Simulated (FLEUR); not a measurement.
# Ti (Fm-3m) in FLEUR: a series of runs, part 2 of 2

FLEUR MaX-R8.1 (later development tree). Earlier steps stand in the parts before.

## Step 5: Equation of state, SCAN, 16.73 Å³/atom

File inp.xml:

```xml
<?xml version="1.0" encoding="UTF-8" standalone="no"?>
<fleurInput fleurInputVersion="0.39">
   <comment>
      Ti                                                                                                  
   </comment>
   <calculationSetup>
      <cutoffs Kmax="4.1" Gmax="12.7" GmaxXC="12.7" numbands="0"/>
      <scfLoop itmax="80" minDistance="0.0001" maxIterBroyd="30" imix="Anderson" alpha="0.05" precondParam="0.0" spinf="2.0" sdNocoIR="T"/>
      <coreElectrons ctail="F" frcor="F" kcrel="0" coretail_lmax="0"/>
      <xcFunctional name="LibXC" relativisticCorrections="F">
         <LibXCName exchange="mgga_x_scan" correlation="mgga_c_scan"/>
         <AuxGGA exchange="117" correlation="130"/>
      </xcFunctional>
      <magnetism jspins="1"/>
      <soc l_soc="F" theta="0.0" phi="0.0" spav="F"/>
      <expertModes spex="0" secvar="F"/>
      <geometryOptimization l_f="F" forcealpha="1.0" forcemix="BFGS" epsdisp="0.00001" epsforce="0.00001"/>
      <ldaU l_linMix="F" mixParam="0.05" spinf="1.0"/>
   </calculationSetup>
   <cell>
      <bzIntegration valenceElectrons="12.0" mode="hist" fermiSmearingEnergy="0.00183747">
         <kPointListSelection listName="default-1"/>
         <!-- k-points included here -->
         <xi:include xmlns:xi="http://www.w3.org/2001/XInclude" href="kpts.xml"> </xi:include>
      </bzIntegration>
      <!-- symmetry operations included here -->
      <xi:include xmlns:xi="http://www.w3.org/2001/XInclude" href="sym.xml"> </xi:include>
      <bulkLattice scale="1.0000000000">
         <bravaisMatrix>
            <row-1>    0.0000000000000000     3.8361440329379994     3.8361440329379994</row-1>
            <row-2>    3.8361440329379994     0.0000000000000000     3.8361440329379994</row-2>
            <row-3>    3.8361440329379994     3.8361440329379994     0.0000000000000000</row-3>
         </bravaisMatrix>
      </bulkLattice>
   </cell>
   <atomSpecies>
      <species name="Titanium (Ti)" element="Ti" atomicNumber="22">
         <mtSphere radius="2.46" gridPoints="829" logIncrement="0.015"/>
         <atomicCutoffs lmax="10" lnonsphr="10"/>
         <electronConfig flipSpins="F">
            <coreConfig>(1s1/2) (2s1/2) (2p1/2) (2p3/2)</coreConfig>
            <valenceConfig>(3s1/2) (3p1/2) (3p3/2) (4s1/2) (3d3/2) (3d5/2)</valenceConfig>
            <stateOccupation state="(3d3/2)" spinUp="0.400000" spinDown="0.400000"/>
            <stateOccupation state="(3d5/2)" spinUp="0.600000" spinDown="0.600000"/>
         </electronConfig>
         <energyParameters s="4" p="4" d="3" f="4"/>
         <lo type="SCLO" l="0" n="3" eDeriv="0"/>
         <lo type="SCLO" l="1" n="3" eDeriv="0"/>
         <lo type="SCLO" l="1" n="3" eDeriv="1"/>
         <lo type="SCLO" l="2" n="3" eDeriv="2"/>
         <lo type="SCLO" l="3" n="4" eDeriv="2"/>
      </species>
   </atomSpecies>
   <atomGroups>
      <atomGroup species="Titanium (Ti)">
         <relPos label="                   1">.0000000000 .0000000000 .0000000000</relPos>
         <force calculate="T" relaxXYZ="TTT"/>
      </atomGroup>
   </atomGroups>
   <output dos="F" band="F" slice="F">
      <checks vchk="F" cdinf="F"/>
      <bandDOS minEnergy="-.5*Htr" maxEnergy="0.5*Htr" sigma="0.015" storeEVData="T"/>
      <vacuumDOS vacdos="F" integ="F" star="F" nstars="0" locx1="0.0" locy1="0.0" locx2="0.0" locy2="0.0" nstm="0" tworkf="0.0"/>
      <unfoldingBand unfoldBand="F" supercellX="1" supercellY="1" supercellZ="1"/>
      <plotting iplot="0" polar="F">
         <plot TwoD="T" vec1="  1.0  0.0  0.0" vec2="  0.0  1.0  0.0" vec3="  0.0  0.0  1.0" zero="  0.0  0.0  0.0" file="plot"/>
      </plotting>
      <chargeDensitySlicing numkpt="0" minEigenval="0.0" maxEigenval="0.0" nnne="0" pallst="F"/>
      <specialOutput eonly="F"/>
      <moessbauerParams electricFieldGradient="T" isomerShift="T" coreHyperfine="T" valenceHyperfine="T"/>
      <magneticCircularDichroism mcd="F" energyLo="-10.0" energyUp="0.0"/>
   </output>
  <!-- We include the file relax.xml here to enable relaxations (see documentation) -->
  <xi:include xmlns:xi="http://www.w3.org/2001/XInclude" href="relax.xml"> <xi:fallback/> </xi:include>
</fleurInput>
```

Launch:

```
inpgen -f crystal.txt -profile fastHighL
# inp.xml edited to the form shown
fleur_MPI
```

Run time: 12 s. Hardware: 1 thread of Arm Neoverse V2, shared host; peak memory 0.08 GiB.

Results (log left out):

* Free energy: -23240.5421 eV
* Band gap on the k mesh: none (metal or under the smearing width)
* Valence electrons inside the program's atomic spheres: Ti 10.52 (radii Ti 2.46 bohr)

Caveat: the meta-GGA is that of a development version, with a GGA for the radial functions and cores and without core tails.

## Step 6: Equation of state, SCAN, 17.40 Å³/atom (volume scaled by 1.04)

inp.xml, as its differences from that of step 5:

```diff
@@ -27,3 +27,3 @@
       <xi:include xmlns:xi="http://www.w3.org/2001/XInclude" href="sym.xml"> </xi:include>
-      <bulkLattice scale="1.0000000000">
+      <bulkLattice scale="1.0131594038">
          <bravaisMatrix>
```

Potentials or basis: all-electron, FLAPW.

Launch:

```
inpgen -f crystal.txt -profile fastHighL
# inp.xml edited to the form shown
fleur_MPI
```

Wall time 14 s (1 thread of Arm Neoverse V2, shared host); peak memory 0.08 GiB.

Results (log left out):

* Free energy: -23240.5450 eV
* Band gap on the k mesh: none (metal or under the smearing width)
* Valence electrons inside the program's atomic spheres: Ti 10.46 (radii Ti 2.46 bohr)

Caveat: the meta-GGA is that of a development version, with a GGA for the radial functions and cores and without core tails.

## Step 7: Equation of state, SCAN, 17.73 Å³/atom (volume scaled by 1.06)

inp.xml, as its differences from that of step 6:

```diff
@@ -27,3 +27,3 @@
       <xi:include xmlns:xi="http://www.w3.org/2001/XInclude" href="sym.xml"> </xi:include>
-      <bulkLattice scale="1.0131594038">
+      <bulkLattice scale="1.0196128224">
          <bravaisMatrix>
```

Launch:

```
inpgen -f crystal.txt -profile fastHighL
# inp.xml edited to the form shown
fleur_MPI
```

Wall time 14 s (1 thread of Arm Neoverse V2, shared host); peak memory 0.08 GiB.

It converged, with:

- Free energy: -23240.5401 eV
- Band gap on the k mesh: none (metal or under the smearing width)
- Valence electrons inside the program's atomic spheres: Ti 10.43 (radii Ti 2.46 bohr)

Caveat: the meta-GGA is that of a development version, with a GGA for the radial functions and cores and without core tails.

## Step 8: Equation of state, SCAN

Potentials or basis: all-electron, FLAPW.

This step only gathers the single runs of the series.

Results:

```yaml
Equilibrium_volume: 17.17 Å³/atom
Bulk_modulus: 113 GPa
```

Energy against volume, from the lowest point:
```
volume (Å³/atom)  energy (meV/atom)
          15.727              47.88
          16.062              27.09
          16.731               2.89
          17.400               0.00
          17.735               4.92
```

Caveat: the meta-GGA is that of a development version, with a GGA for the radial functions and cores and without core tails.
